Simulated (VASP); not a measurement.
# TePb (Fm-3m) in VASP: relaxation of cell and atoms with PBEsol

Aim: the relaxation of cell and atoms of TePb with PBEsol.

Program: VASP 6.6.1. These are calculated values, not measurements. Logs are shortened: lines on timing, memory, paths and dates and some standing lists are left out, and cuts for length are marked.

## 1. The crystal as given

The structure is cubic, space group Fm-3m (No. 225). The conventional cell has a = 6.444 Å, b = 6.444 Å, c = 6.444 Å, α = 90.00°, β = 90.00°, γ = 90.00°. Te (site symmetry m-3m) has 6 Pb at 3.22 Å as nearest neighbours. Pb (site symmetry m-3m) is surrounded by 6 Te at 3.22 Å.

## 2. Relaxation of cell and atoms, PBEsol

INCAR reads:

```
ALGO = Normal
EDIFF = 1E-7
EDIFFG = -0.005
ENCUT = 600
GGA = PS
IBRION = 2
ISIF = 3
ISMEAR = 0
KPAR = 8
LASPH = True
LCHARG = False
LREAL = False
LWAVE = False
NELM = 80
NSW = 90
PREC = Accurate
SIGMA = 0.03
```

KPOINTS reads:

```
k-points
0
Gamma
  8 8 8
```

POSCAR reads:

```
TePb                                    
1.0
   -0.0000000000      3.2218515824      3.2218515824
    3.2218515824      0.0000000000      3.2218515824
    3.2218515824      3.2218515824     -0.0000000000
  Te              Pb            
     1     1
Direct
     0.5000000000000000    0.5000000000000000    0.5000000000000000
     0.0000000000000000    0.0000000000000000    0.0000000000000000
```

Potentials or basis: VASP PAW PBE potentials, release 64 (Te, Pb_d).

The run is started by

```sh
$ cat potpaw_PBE.64/Te/POTCAR potpaw_PBE.64/Pb_d/POTCAR > POTCAR
$ mpirun -np 8 vasp_std > vasp.out
```

OUTCAR:

```text
EDIFF = 1E-7
   EDIFFG = -0.005
   ENCUT = 600
   GGA = PS
   IBRION = 2
   ISIF = 3
   ISMEAR = 0
   LASPH = True
   LREAL = False
   NELM = 80
   NSW = 90
   PREC = Accurate

 ion  position               nearest neighbor table
   1  0.500  0.500  0.500-   2 3.22   2 3.22   2 3.22   2 3.22   2 3.22   2 3.22
   2  0.000  0.000  0.000-   1 3.22   1 3.22   1 3.22   1 3.22   1 3.22   1 3.22

  LATTYP: Found a face centered cubic cell.
 ALAT       =     6.4437031648

  Lattice vectors:

 A1 = (   0.0000000000,   3.2218515824,   3.2218515824)
 A2 = (   3.2218515824,   0.0000000000,   3.2218515824)
 A3 = (   3.2218515824,   3.2218515824,   0.0000000000)

Analysis of symmetry for initial positions (statically):
=====================================================================
 Subroutine PRICEL returns:
 Original cell was already a primitive cell.

 Routine SETGRP: Setting up the symmetry group for a
 face centered cubic supercell.

 Subroutine GETGRP returns: Found 48 space group operations
 (whereof 48 operations were pure point group operations)
 out of a pool of 48 trial point group operations.

The static configuration has the point symmetry O_h .

Analysis of symmetry for dynamics (positions and initial velocities):
=====================================================================
 Subroutine PRICEL returns:
 Original cell was already a primitive cell.

 Routine SETGRP: Setting up the symmetry group for a
 face centered cubic supercell.

 Subroutine GETGRP returns: Found 48 space group operations
 (whereof 48 operations were pure point group operations)
 out of a pool of 48 trial point group operations.

The dynamic configuration has the point symmetry O_h .

 Subroutine INISYM returns: Found 48 space group operations
 (whereof 48 operations are pure point group operations),
 and found     1 'primitive' translations

----------------------------------------------------------------------------------------

                                     Primitive cell

  volume of cell :      66.8877

  direct lattice vectors                    reciprocal lattice vectors
     0.000000000  3.221851582  3.221851582    -0.155190265  0.155190265  0.155190265
     3.221851582  0.000000000  3.221851582     0.155190265 -0.155190265  0.155190265
     3.221851582  3.221851582  0.000000000     0.155190265  0.155190265 -0.155190265

  length of vectors
     4.556386204  4.556386204  4.556386204     0.268797423  0.268797423  0.268797423

  position of ions in fractional coordinates (direct lattice)
     0.500000000  0.500000000  0.500000000
     0.000000000  0.000000000  0.000000000
[... 86 lines left out ...]
   TEBEG  =    0.0;   TEEND  =   0.0 temperature during run
   PSTRESS=    0.0 pullay stress
   NELECT =      20.0000    total number of electrons
   NUPDOWN=      -1.0000    fix difference up-down
   EMIN   =  10.00;   EMAX   =-10.00  energy-range for DOS
   EFERMI =   0.00;   METHOD = LEGACY
   ISMEAR =     0;   SIGMA  =   0.03  broadening in eV -4-tet -1-fermi 0-gaus
   EFERMI_NEDOS =   21; number of points for ismear=-14 and -15
   IALGO  =     38    algorithm
   IMIX   =      4    mixing-type and parameters
     AMIX     =   0.40;   BMIX     =  1.00
     AMIX_MAG =   1.60;   BMIX_MAG =  1.00
  volume/ion in A,a.u.               =      33.44       225.69
  Fermi-wavevector in a.u.,A,eV,Ry     =   1.094719  2.068719 16.305352  1.198410
  Thomas-Fermi vector in A             =   2.231029
   LORBIT       =      0    0 simple, 1 ext, 2 COOP (PROOUT), +10 PAW based schemes
   GGA     = PS    functional components
   LHFCALC =     F    Hartree Fock is set to
   AEXX    =    0.0000 exact exchange contribution
   IVDW    =     0    specifies the selected vdW correction
   LEPSILON=     F    determine dielectric tensor
   LRPA    =     F    only Hartree local field effects (RPA)
 conjugate gradient relaxation of ions
 non-spin polarized calculation
 Gauss-broadening in eV      SIGMA  =   0.03
  energy-cutoff  :      600.00
  volume of cell :       66.89
 maximum number of plane-waves:      2252
   NGX = 19   NGY = 19   NGZ = 19

 number of electron      20.0000002 magnetization

 Free energy of the ion-electron system (eV)
  ---------------------------------------------------
  ext. energy  EPLUGINS =         0.00000000
  ---------------------------------------------------
  free energy    TOTEN  =        -8.25916777 eV

  energy without entropy =       -8.25916777  energy(sigma->0) =       -8.25916777

 E-fermi :   5.7718     XC(G=0):  -9.5084

 val. band max:        5.5711522505   @ k =   0.5000   0.0000   0.0000
 cond. band min:       6.2215154075   @ k =   0.5000   0.0000   0.0000
 fundamental gap:      0.6503631571
 Fermi energy:         5.7718186910

 k-point     1 :       0.0000    0.0000    0.0000
  band No.  band energies     occupation
      1     -11.0731      2.00000
      2     -11.0731      2.00000
      3     -11.0615      2.00000
      4     -11.0615      2.00000
      5     -11.0615      2.00000
      6      -6.5345      2.00000
      7      -0.0229      2.00000
      8       4.2044      2.00000
      9       4.2044      2.00000
     10       4.2044      2.00000
     11       9.6370      0.00000
     12       9.6370      0.00000
     13       9.6370      0.00000
     14      11.3087      0.00000
[... 377 lines left out ...]
      1     -11.1042      2.00000
      2     -11.0814      2.00000
      3     -11.0552      2.00000
      4     -11.0491      2.00000
      5     -11.0404      2.00000
      6      -4.8723      2.00000
      7      -2.8112      2.00000
      8       2.7375      2.00000
      9       2.9516      2.00000
     10       5.1057      2.00000
     11       6.8493      0.00000
     12       9.1223      0.00000
     13       9.5987      0.00000
     14      12.3228      0.00000

 [... further k-points ...]
[... 5 lines left out ...]
  --------------------------------------------------------------------------------------
  -------------------------------------------------------------------------------------
  Total       -0.0007393     -0.0007393     -0.0007393     -0.0000000      0.0000000      0.0000000
  in kB       -0.0177096     -0.0177096     -0.0177096     -0.0000000      0.0000000      0.0000000
  external PRESSURE =      -0.0177096 kB  Pullay stress =       0.0000000 kB

 VOLUME and BASIS-vectors are now :
 -----------------------------------------------------------------------------
  energy-cutoff  :      600.00
  volume of cell :       66.89
      direct lattice vectors                 reciprocal lattice vectors
     0.000000000  3.221851582  3.221851582    -0.155190265  0.155190265  0.155190265
     3.221851582  0.000000000  3.221851582     0.155190265 -0.155190265  0.155190265
     3.221851582  3.221851582  0.000000000     0.155190265  0.155190265 -0.155190265

 POSITION                                       TOTAL-FORCE (eV/Angst)
 -----------------------------------------------------------------------------------
      3.22185      3.22185      3.22185        -0.000000      0.000000      0.000000
      0.00000      0.00000      0.00000         0.000000     -0.000000     -0.000000
 -----------------------------------------------------------------------------------
    total drift:                               -0.000000      0.000000      0.000000

  FREE ENERGIE OF THE ION-ELECTRON SYSTEM (eV)
  ---------------------------------------------------
  free  energy   TOTEN  =        -8.2591677670 eV

  energy  without entropy=       -8.2591677670  energy(sigma->0) =       -8.25916777

 reached required accuracy - stopping structural energy minimisation
```

OSZICAR:

```text
N       E                     dE             d eps       ncg     rms          rms(c)
DAV:   1     0.155888985783E+03    0.15589E+03   -0.10044E+04   812   0.152E+03
DAV:   2     0.332762544591E+01   -0.15256E+03   -0.14953E+03   818   0.349E+02
DAV:   3    -0.808274277158E+01   -0.11410E+02   -0.11237E+02  1112   0.101E+02
DAV:   4    -0.836589949712E+01   -0.28316E+00   -0.28301E+00   934   0.188E+01
DAV:   5    -0.837664110728E+01   -0.10742E-01   -0.10741E-01  1140   0.337E+00    0.341E+00
DAV:   6    -0.826469032699E+01    0.11195E+00   -0.26017E-01  1124   0.451E+00    0.212E+00
DAV:   7    -0.825894202042E+01    0.57483E-02   -0.76468E-02  1046   0.172E+00    0.879E-01
DAV:   8    -0.825921261193E+01   -0.27059E-03   -0.85576E-03   992   0.110E+00    0.123E-01
DAV:   9    -0.825915974944E+01    0.52862E-04   -0.97853E-04  1182   0.356E-01    0.376E-02
DAV:  10    -0.825916528210E+01   -0.55327E-05   -0.78669E-05   918   0.836E-02    0.232E-02
DAV:  11    -0.825916784936E+01   -0.25673E-05   -0.17192E-05  1026   0.325E-02    0.960E-03
DAV:  12    -0.825916790790E+01   -0.58534E-07   -0.11259E-06   992   0.110E-02    0.611E-03
DAV:  13    -0.825916772654E+01    0.18136E-06   -0.63486E-08   664   0.206E-03    0.278E-03
DAV:  14    -0.825916776704E+01   -0.40505E-07   -0.14651E-07   498   0.417E-03
   1 F= -.82591678E+01 E0= -.82591678E+01  d E =-.825917E+01
```

CONTCAR:

```text
TePb
   1.00000000000000
     0.0000000000000000    3.2218515823999998    3.2218515823999998
     3.2218515823999998    0.0000000000000000    3.2218515823999998
     3.2218515823999998    3.2218515823999998    0.0000000000000000
  Te              Pb
     1     1
Direct
     0.5000000000000000    0.5000000000000000    0.5000000000000000
     0.0000000000000000    0.0000000000000000    0.0000000000000000

  0.00000000E+00  0.00000000E+00  0.00000000E+00
  0.00000000E+00  0.00000000E+00  0.00000000E+00
```

Run time: 11 s. Hardware: 8 MPI ranks of Intel Xeon Platinum 8488C (Sapphire Rapids), shared host; peak memory 0.24 GiB.

What came out:

```yaml
Free_energy: -8.2592 eV
Pressure_after_relaxing: 0.0 GPa
Band_gap_on_the_k_mesh: 0.65 eV, direct
```

Final structure:
```
Te Pb
1.0
     0.00000    3.22185    3.22185
     3.22185    0.00000    3.22185
     3.22185    3.22185    0.00000
Te Pb
1 1
Cartesian
  3.2219 3.2219 3.2219
  0.0000 0.0000 0.0000
```

Caveat: the relaxation stopped at its first step, so nothing moved; the PAW data sets were made with another functional, which shifts forces and pressure a little; spin-orbit coupling is left out, which as a rule narrows the gap of such compounds by several tenths of an eV. A k mesh can miss the band edges.
